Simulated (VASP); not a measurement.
# SiO2 (P4_2/mnm) in VASP: further runs, part 2 of 2

VASP 6.6.1.

## (4) Equation of state, r2SCAN, 7.48 Å³/atom (a relaxed cell with its volume scaled by 0.96)

INCAR

```
PREC = Accurate ; ENCUT = 520
EDIFF = 1E-7 ; ISMEAR = 0
SIGMA = 0.02 ; LREAL = False
LASPH = True ; NELM = 100
ALGO = Normal ; ISIF = 2
LWAVE = False ; LCHARG = False
METAGGA = R2SCAN ; LMIXTAU = True
KPAR = 2
```

KPOINTS

```
regular mesh
0
Gamma
  6 6 8
```

POSCAR

```
SiO2                                    
1.0
    4.1241567016      0.0000000000      0.0000000000
   -0.0000000000      4.1241567016      0.0000000000
    0.0000000000      0.0000000000      2.6369974848
  Si              O             
     2     4
Direct
     1.0000000000000000    0.0000000000000000    0.0000000000000000
     0.5000000000000000    0.5000000000000000    0.5000000000000000
     0.8058924848457377    0.1941075151542625    0.5000000000000000
     0.3058924848457375    0.3058924848457375    1.0000000000000000
     0.1941075151542625    0.8058924848457377    0.5000000000000000
     0.6941075151542623    0.6941075151542623    0.0000000000000000
```

Potentials or basis: VASP PAW PBE potentials, release 64 (Si, O).

Run with:

```
$ cat potpaw_PBE.64/Si/POTCAR potpaw_PBE.64/O/POTCAR > POTCAR
$ mpirun -np 2 vasp_std > vasp.out
```

Wall time 34 s (2 MPI ranks of Intel Xeon 6975P-C (Granite Rapids), shared host); peak memory 0.16 GiB.

Results (log left out):

| Item | Value |
| --- | --- |
| Free energy | -58.6916 eV |
| Pressure | 15.4 GPa |
| Largest force | 0.294 eV/Å |
| Band gap on the k mesh | 7.28 eV, direct |

Caveat: the PAW data sets were made with another functional, which shifts forces and pressure a little.

## (5) Equation of state, r2SCAN, 7.63 Å³/atom (a relaxed cell with its volume scaled by 0.98)

INCAR is that of step 4.

KPOINTS is that of step 4.

Changes to POSCAR since step 4:

```diff
@@ -2,5 +2,5 @@
 1.0
-    4.1241567016      0.0000000000      0.0000000000
-   -0.0000000000      4.1241567016      0.0000000000
-    0.0000000000      0.0000000000      2.6369974848
+    4.1526000605      0.0000000000      0.0000000000
+   -0.0000000000      4.1526000605      0.0000000000
+    0.0000000000      0.0000000000      2.6551842491
   Si              O
```

Run with:

```
$ cat potpaw_PBE.64/Si/POTCAR potpaw_PBE.64/O/POTCAR > POTCAR
$ mpirun -np 2 vasp_std > vasp.out
```

It took 38 s on 2 MPI ranks of Intel Xeon 6975P-C (Granite Rapids), shared host; peak memory 0.16 GiB.

It converged, with:

| Quantity | Value |
| --- | --- |
| Free energy | -58.7608 eV |
| Pressure | 7.5 GPa |
| Largest force | 0.143 eV/Å |
| Band gap on the k mesh | 6.88 eV, direct |

Caveat: the PAW data sets were made with another functional, which shifts forces and pressure a little.

## (6) Equation of state, r2SCAN, 7.79 Å³/atom

INCAR is that of step 5.

KPOINTS is that of step 5.

Changes to POSCAR since step 5:

```diff
@@ -2,5 +2,5 @@
 1.0
-    4.1526000605      0.0000000000      0.0000000000
-   -0.0000000000      4.1526000605      0.0000000000
-    0.0000000000      0.0000000000      2.6551842491
+    4.1806590201      0.0000000000      0.0000000000
+   -0.0000000000      4.1806590201      0.0000000000
+    0.0000000000      0.0000000000      2.6731252274
   Si              O
```

Potentials or basis: VASP PAW PBE potentials, release 64 (Si, O).

Run with:

```
$ cat potpaw_PBE.64/Si/POTCAR potpaw_PBE.64/O/POTCAR > POTCAR
$ mpirun -np 2 vasp_std > vasp.out
```

It took 38 s on 2 MPI ranks of Intel Xeon 6975P-C (Granite Rapids), shared host; peak memory 0.16 GiB.

Results (log left out):

```yaml
Free_energy: -58.7857 eV
Pressure: 0.3 GPa
Band_gap_on_the_k_mesh: 6.50 eV, direct
```

Caveat: the PAW data sets were made with another functional, which shifts forces and pressure a little.

## (7) Equation of state, r2SCAN, 7.94 Å³/atom (a relaxed cell with its volume scaled by 1.02)

INCAR is that of step 6.

KPOINTS is that of step 6.

Changes to POSCAR since step 6:

```diff
@@ -2,5 +2,5 @@
 1.0
-    4.1806590201      0.0000000000      0.0000000000
-   -0.0000000000      4.1806590201      0.0000000000
-    0.0000000000      0.0000000000      2.6731252274
+    4.2083463106      0.0000000000      0.0000000000
+   -0.0000000000      4.2083463106      0.0000000000
+    0.0000000000      0.0000000000      2.6908285594
   Si              O
```

Run with:

```
$ cat potpaw_PBE.64/Si/POTCAR potpaw_PBE.64/O/POTCAR > POTCAR
$ mpirun -np 2 vasp_std > vasp.out
```

Run time: 38 s. Hardware: 2 MPI ranks of Intel Xeon 6975P-C (Granite Rapids), shared host; peak memory 0.16 GiB.

Results (log left out):

| Item | Value |
| --- | --- |
| Free energy | -58.7709 eV |
| Pressure | -6.1 GPa |
| Largest force | 0.130 eV/Å |
| Band gap on the k mesh | 6.13 eV, direct |

Caveat: the PAW data sets were made with another functional, which shifts forces and pressure a little.

## (8) Equation of state, r2SCAN, 8.10 Å³/atom (a relaxed cell with its volume scaled by 1.04)

INCAR is that of step 7.

KPOINTS is that of step 7.

Changes to POSCAR since step 7:

```diff
@@ -2,5 +2,5 @@
 1.0
-    4.2083463106      0.0000000000      0.0000000000
-   -0.0000000000      4.2083463106      0.0000000000
-    0.0000000000      0.0000000000      2.6908285594
+    4.2356740004      0.0000000000      0.0000000000
+   -0.0000000000      4.2356740004      0.0000000000
+    0.0000000000      0.0000000000      2.7083019617
   Si              O
```

Run with:

```
$ cat potpaw_PBE.64/Si/POTCAR potpaw_PBE.64/O/POTCAR > POTCAR
$ mpirun -np 2 vasp_std > vasp.out
```

Wall time 36 s (2 MPI ranks of Intel Xeon 6975P-C (Granite Rapids), shared host); peak memory 0.16 GiB.

The run converged. Its results:

```
Free energy            : -58.7202 eV
Pressure               : -11.9 GPa
Largest force          : 0.254 eV/Å
Band gap on the k mesh : 5.78 eV, direct
```

Caveat: the PAW data sets were made with another functional, which shifts forces and pressure a little.

## (9) Equation of state, r2SCAN

This run uses another cell than the first one, of 7.79 Å³/atom, 0.968 times its volume.

Potentials or basis: VASP PAW PBE potentials, release 64 (Si, O).

This step only gathers the single runs of the series.

Results:

| Property | Result |
| --- | --- |
| Equilibrium volume | 7.80 Å³/atom |
| Bulk modulus at fixed shape and positions | 338 GPa |
| Pressure derivative of the bulk modulus | 4.3 (rough: it moves with the points fitted) |

Energy against volume, from the lowest point:
```csv
volume (Å³/atom),energy (meV/atom)
7.475,15.69
7.631,4.16
7.787,0.00
7.943,2.48
8.098,10.93
```

Caveat: the cell was scaled at fixed shape and fractional positions, which overstates the stiffness of a crystal with free parameters, most of all of layers and chains; the PAW data sets were made with another functional, which shifts forces and pressure a little.

## (10) Overview

```tsv
task	level	potentials or basis	cell	k mesh	ladder	further INCAR settings	gap on the mesh (eV)
band structure	PBEsol	VASP PAW PBE potentials, release 64 (Si, O)	P4_2/mnm, 8.04 Å³/atom	6 × 6 × 10	free	ALGO = Normal; EDIFF = 1e-06	4.99
dielectric tensor	LDA	VASP PAW LDA potentials, release 64 (Si, O)	P4_2/mnm, 8.04 Å³/atom	6 × 6 × 10	free	ALGO = Fast; EDIFF = 1e-08	5.01
equation of state	r2SCAN	VASP PAW PBE potentials, release 64 (Si, O)	P4_2/mnm, 7.79 Å³/atom	6 × 6 × 8	gaps	ALGO = Normal; EDIFF = 1e-07	-
```

Alike in all rows: no spin polarisation; cutoff (eV) 520; smearing gaussian 0.02 eV.

Caveats: the PAW data sets were made with another functional, which shifts forces and pressure a little (some runs); the cell was scaled at fixed shape and fractional positions, which overstates the stiffness of a crystal with free parameters, most of all of layers and chains (some runs).

Total energies depend on the potentials used, so only differences within one code and one set of settings carry meaning.
